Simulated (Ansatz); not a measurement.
Au: computed properties

The calculation used DFT PBE, scalar-relativistic, plane waves, PAW (Ansatz).

Settings: cutoff 420 eV, Γ-centred mesh 18×18×18 on the computed 1-atom cell, Gaussian smearing of 0.10 eV; no spin polarisation.

The structure is relaxed at this level of theory with its symmetry kept.

Symmetry: Fm-3m, No. 225, cubic system. The conventional cell has a = 4.158 Å, b = 4.158 Å, c = 4.158 Å, α = 90.00°, β = 90.00°, γ = 90.00°. Around Au (site symmetry m-3m) lie 12 Au at 2.94 Å.

| Item | Value |
| --- | --- |
| Volume per atom | 17.97 Å³ |
| Formation energy from the elements' standard states (uncorrected) | -0.003 eV/atom |
| Kohn–Sham band gap | none (metal) |
| Density of states at the Fermi level | 0.29 states/eV per cell |
| Löwdin character within 0.5 eV of the Fermi level | Au 6s 44 %, Au 5d 34 %, unprojected 22 % |
| Bulk modulus | 141 GPa |
| Its pressure derivative | 5.8 |
| Bader charges (e) | Au (1 in the cell) 0.00 |

Spin-orbit coupling is left out, which matters for the bands of heavy elements.